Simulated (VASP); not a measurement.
# TaSi2 (P6_422) in VASP: notebook, part 3 of 3

VASP 6.6.1. The steps go on from the part before.

### Step 5. Optical spectrum, PBE

INCAR reads:

```
SYSTEM = TaSi2
PREC = Accurate ; ENCUT = 520
EDIFF = 1E-6 ; ISMEAR = 0
SIGMA = 0.02 ; LREAL = .FALSE.
LASPH = .TRUE. ; NELM = 80
ALGO = Normal ; ISIF = 2
LWAVE = .FALSE. ; LCHARG = .FALSE.
GGA = PE ; LOPTICS = .TRUE.
NBANDS = 52 ; NEDOS = 1000
CSHIFT = 0.1
```

KPOINTS reads:

```
Automatic mesh
0
G
  5 5 3
  0 0 0
```

POSCAR reads:

```
TaSi2
1.0
    4.7839000000      0.0000000000      0.0000000000
   -2.3919500000      4.1429789292      0.0000000000
    0.0000000000      0.0000000000      6.5700000000
Ta Si
3 6
Direct
    0.0000000000      0.5000000000      0.3333333333
    0.5000000000      0.5000000000      0.6666666667
    0.5000000000      0.0000000000      0.0000000000
    0.3179400000      0.1589700000      0.3333333333
    0.1589700000      0.8410300000      0.6666666667
    0.8410300000      0.6820600000      0.0000000000
    0.6820600000      0.8410300000      0.3333333333
    0.8410300000      0.1589700000      0.6666666667
    0.1589700000      0.3179400000      0.0000000000
```

Potentials or basis: VASP PAW PBE potentials, release 64 (Ta_pv, Si).

The run is started by

```
> cat potpaw_PBE.64/Ta_pv/POTCAR potpaw_PBE.64/Si/POTCAR > POTCAR
> mpirun -np 1 vasp_std > vasp.out
```

OUTCAR:

```text
SYSTEM = TaSi2
   PREC = Accurate
   ENCUT = 520
   EDIFF = 1E-6
   ISMEAR = 0
   LREAL = .FALSE.
   LASPH = .TRUE.
   NELM = 80
   ISIF = 2
   GGA = PE

 ion  position               nearest neighbor table
   1  0.000  0.500  0.333-   6 2.61   9 2.61   8 2.61   5 2.61   4 2.73   7 2.73   4 2.73   7 2.73
                             7 2.83   4 2.83   3 3.24   3 3.24   2 3.24   2 3.24
   2  0.500  0.500  0.667-   6 2.61   9 2.61   7 2.61   4 2.61   5 2.73   8 2.73   5 2.73   8 2.73
                             8 2.83   5 2.83   3 3.24   3 3.24   1 3.24   1 3.24
   3  0.500  0.000  0.000-   4 2.61   7 2.61   5 2.61   8 2.61   9 2.73   6 2.73   9 2.73   6 2.73
                             9 2.83   6 2.83   2 3.24   1 3.24   2 3.24   1 3.24
   4  0.318  0.159  0.333-   9 2.56   5 2.56   3 2.61   2 2.61   7 2.63   1 2.73   1 2.73   1 2.83
                             7 2.83   7 2.83
   5  0.159  0.841  0.667-   6 2.56   4 2.56   3 2.61   1 2.61   8 2.63   2 2.73   2 2.73   2 2.83
                             8 2.83   8 2.83
   6  0.841  0.682  0.000-   5 2.56   7 2.56   1 2.61   2 2.61   9 2.63   3 2.73   3 2.73   3 2.83
                             9 2.83   9 2.83
   7  0.682  0.841  0.333-   6 2.56   8 2.56   3 2.61   2 2.61   4 2.63   1 2.73   1 2.73   1 2.83
                             4 2.83   4 2.83
   8  0.841  0.159  0.667-   9 2.56   7 2.56   3 2.61   1 2.61   5 2.63   2 2.73   2 2.73   2 2.83
                             5 2.83   5 2.83
   9  0.159  0.318  0.000-   8 2.56   4 2.56   1 2.61   2 2.61   6 2.63   3 2.73   3 2.73   3 2.83
                             6 2.83   6 2.83

  LATTYP: Found a hexagonal cell.
 ALAT       =     4.7839000000
 C/A-ratio  =     1.3733564665

  Lattice vectors:

 A1 = (   4.7839000000,   0.0000000000,   0.0000000000)
[... 651 lines left out ...]
  FREE ENERGIE OF THE ION-ELECTRON SYSTEM (eV)
  ---------------------------------------------------
  free  energy   TOTEN  =       -72.1958545060 eV

  energy  without entropy=      -72.1949229193  energy(sigma->0) =      -72.19538871

 electrical conductivity sigma (Mega S m-1) (frequency dependency in vasprun.xml)
  --------------------------------------------------------------------------------------
       0.007       0.000       0.000
       0.000       0.007       0.000
      -0.000       0.000       0.049

  frequency dependent IMAGINARY DIELECTRIC FUNCTION (independent particle, no local field effects) density-density
     E(ev)      X         Y         Z        XY        YZ        ZX
  --------------------------------------------------------------------------------------------------------------
     0.00000     0.00000     0.00000     0.00000     0.00000     0.00000     0.00000
     0.53115    29.45738    29.45738     4.76942     0.00000     0.00000     0.00000
     1.06231    19.85161    19.85161    16.00861     0.00000     0.00000     0.00000
     1.59346    11.15860    11.15860    16.51015     0.00000     0.00000    -0.00000
     2.12462    26.01726    26.01726    20.79268     0.00000     0.00000    -0.00000
     2.65577    26.29500    26.29500    18.94268     0.00000     0.00000     0.00000
[... 92 lines left out ...]
    52.05307     0.00146     0.00146     0.00139     0.00000     0.00000    -0.00000
    52.58422     0.00137     0.00137     0.00131     0.00000     0.00000    -0.00000

  frequency dependent      REAL DIELECTRIC FUNCTION (independent particle, no local field effects) density-density
     E(ev)        X           Y           Z          XY          YZ          ZX
  --------------------------------------------------------------------------------------------------------------
     0.00000   123.30194   123.30194    31.40312     0.00000     0.00000     0.00000
     0.53115    -5.72620    -5.72620    33.60602     0.00000     0.00000     0.00000
     1.06231    20.60480    20.60480    35.98808     0.00000     0.00000    -0.00000
     1.59346    15.20721    15.20721    12.81795     0.00000     0.00000    -0.00000
     2.12462    27.94482    27.94482    24.12667     0.00000     0.00000    -0.00000
     2.65577    16.40135    16.40135    18.41715    -0.00000    -0.00000    -0.00000
[... 92 lines left out ...]
    52.05307     0.75189     0.75189     0.76032    -0.00000    -0.00000     0.00000
    52.58422     0.75938     0.75938     0.76749    -0.00000    -0.00000     0.00000

  frequency dependent IMAGINARY DIELECTRIC FUNCTION (independent particle, no local field effects) current-current
     E(ev)      X         Y         Z        XY        YZ        ZX
  --------------------------------------------------------------------------------------------------------------
     0.00000   438.54473   438.54473   114.04161     0.00000     0.00000     0.00000
     0.53115    25.54530    25.54530    16.85909    -0.00000     0.00000     0.00000
     1.06231    23.40996    23.40996    22.34645     0.00000     0.00000     0.00000
     1.59346    12.90232    12.90232    17.86526    -0.00000     0.00000     0.00000
     2.12462    28.56503    28.56503    22.97081     0.00000     0.00000    -0.00000
     2.65577    27.43633    27.43633    20.24574    -0.00000     0.00000    -0.00000
[... 92 lines left out ...]
    52.05307     0.00050     0.00050     0.00047    -0.00000    -0.00000     0.00000
    52.58422     0.00045     0.00045     0.00042    -0.00000    -0.00000     0.00000

  frequency dependent      REAL DIELECTRIC FUNCTION (independent particle, no local field effects) current-current
     E(ev)        X           Y           Z          XY          YZ          ZX
  --------------------------------------------------------------------------------------------------------------
     0.00000    78.21083    78.21083    30.33589    -0.00000     0.00000     0.00000
     0.53115   -11.17046   -11.17046    31.68756     0.00000     0.00000    -0.00000
     1.06231    17.86221    17.86221    32.90463    -0.00000    -0.00000    -0.00000
     1.59346    14.30110    14.30110    10.89625     0.00000    -0.00000    -0.00000
     2.12462    25.69405    25.69405    22.18585     0.00000    -0.00000    -0.00000
     2.65577    14.62611    14.62611    17.02744     0.00000    -0.00000     0.00000
[... 92 lines left out ...]
    52.05307     0.75237     0.75237     0.76043    -0.00000    -0.00000    -0.00000
    52.58422     0.75985     0.75985     0.76760    -0.00000    -0.00000    -0.00000
```

Run time: 77 s. Hardware: 1 thread of Intel Xeon Platinum 8488C (Sapphire Rapids), shared host; peak memory 0.28 GiB.

Results:

```yaml
Free_energy: -72.1959 eV
Pressure: 2.6 GPa
Largest_force: 0.054 eV/Å
Band_gap_on_the_k_mesh: none (metal or under the smearing width)
```

Forces in eV/Å, atoms in the order of the input:
```
Ta   0.000  0.000  0.000
Ta   0.000  0.000  0.000
Ta   0.000  0.000  0.000
Si  -0.047 -0.027  0.000
Si  -0.047  0.027  0.000
Si   0.000  0.054  0.000
Si   0.047  0.027  0.000
Si   0.047 -0.027  0.000
Si   0.000 -0.054  0.000
```

Dielectric function (mean over the directions given):
```csv
energy (eV),real part,imaginary part
0.27,80.51,80.70
0.74,21.02,9.74
1.27,30.70,16.52
1.75,21.47,11.21
2.28,18.71,22.98
2.76,15.04,26.26
3.29,11.18,24.79
3.77,0.65,27.30
4.30,-1.06,18.54
4.78,3.91,19.21
5.31,-3.04,22.02
5.79,-8.02,17.72
6.32,-9.06,12.16
6.80,-8.15,10.76
7.33,-7.71,8.08
7.81,-8.19,6.00
8.34,-6.75,4.67
8.82,-6.22,3.45
9.35,-5.52,2.60
9.83,-4.95,2.24
10.36,-4.53,1.64
10.84,-3.83,1.04
11.37,-3.24,0.99
11.84,-2.81,0.57
12.38,-2.41,0.57
12.85,-2.15,0.36
13.39,-1.76,0.29
13.86,-1.58,0.25
14.39,-1.32,0.19
14.87,-1.13,0.14
15.40,-0.99,0.13
15.88,-0.83,0.09
16.41,-0.69,0.08
16.89,-0.56,0.06
17.42,-0.44,0.05
17.90,-0.35,0.04
18.43,-0.25,0.03
18.91,-0.16,0.03
19.44,-0.09,0.02
19.97,-0.01,0.02
```

Caveat: spectra need much finer meshes, so this one isn't converged; independent-particle spectra lack excitons; the intraband (Drude) part of a metal's response may be missing.

### Step 6. Overview

```tsv
task	level	cell	cutoff (eV)	gap on the mesh (eV)	pressure (GPa)	largest force (eV/Å)
electric field gradients	PBEsol	as given	520	none	-1.9	0.02
core levels	PBEsol	as given	520	none	-1.9	0.02
phonons	PBEsol	relaxed	600	-	-	-
optical spectrum	PBE	as given	520	none	2.6	0.05
```

Alike in all rows: potentials or basis VASP PAW PBE potentials, release 64 (Ta_pv, Si); no spin polarisation; k mesh 5 × 5 × 3; smearing gaussian 0.02 eV.

Every run on the cell as given and a fine mesh finds a metal. The pressure there spans -1.9 GPa (PBEsol) to 2.6 GPa (PBE); a positive pressure means that this level wants a larger cell, a negative one a smaller.

Caveats: the PAW data sets were made with another functional, which shifts forces and pressure a little (some runs); spectra need much finer meshes, so this one isn't converged (some runs); independent-particle spectra lack excitons (some runs); the intraband (Drude) part of a metal's response may be missing (some runs).

Absolute energies hang on the potentials; compare differences alone.
